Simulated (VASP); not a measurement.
Input of a VASP 6.6.1 run:

INCAR

```
SYSTEM = Cu
  ALGO = Fast
  EDIFF = 1E-7
  ENCUT = 520
  GGA = PE
  ISIF = 2
  ISMEAR = 0
  LASPH = .TRUE.
  LCHARG = .TRUE.
  LELF = .TRUE.
  LREAL = .FALSE.
  LVHAR = .TRUE.
  LWAVE = .FALSE.
  NBANDS = 12
  NELM = 100
  PREC = Accurate
  SIGMA = 0.15
```

File KPOINTS:

```
k-points
0
G
  26 26 26
  0 0 0
```

POSCAR

```
Cu
1.0
   -1.4625600684      1.4625600684      1.3391368546
    1.4625600684     -1.4625600684      1.3391368546
    1.4625600684      1.4625600684     -1.3391368546
Cu
1
Direct
    0.0000000000      0.0000000000      0.0000000000
```

Potentials or basis: VASP PAW PBE potentials, release 64 (Cu).

Launch:

```bash
$ cat potpaw_PBE.64/Cu/POTCAR > POTCAR
$ mpirun -np 1 vasp_std > vasp.out
```

(1) What does it give for the pressure?

(2) Predict the band gap on the k mesh.

Answers

(1) 8.0 GPa.

(2) none (metal or under the smearing width).
